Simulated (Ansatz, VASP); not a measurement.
# Al: VASP beside Ansatz

```
Al
1.0
     0.00000    3.02335    3.02335
     3.02335    0.00000    3.02335
     3.02335    3.02335    0.00000
Al
2
Direct
  0.00000 0.00000 0.00000
  0.25000 0.25000 0.25000
```

Alike in both runs: functional PBE; k mesh 9 × 9 × 9; occupations fermi-dirac, width 0.08 eV; no spin polarisation.

Ansatz relaxed the structure, and its values are those at the end. VASP's run is a single point on that final structure, the one shown.

```csv
,VASP,Ansatz
version,VASP 6.6.1,Ansatz 0.2.0
potentials or method,"VASP PAW PBE potentials, release 64 (Al)","PAW with Ansatz's default frozen-core files, scalar-relativistic"
plane-wave cutoff (eV),520,420
valence electrons in the cell,6,6
```

```csv
,VASP,Ansatz,Ansatz less VASP
pressure (GPa),0.0,0.0,+0.02
```
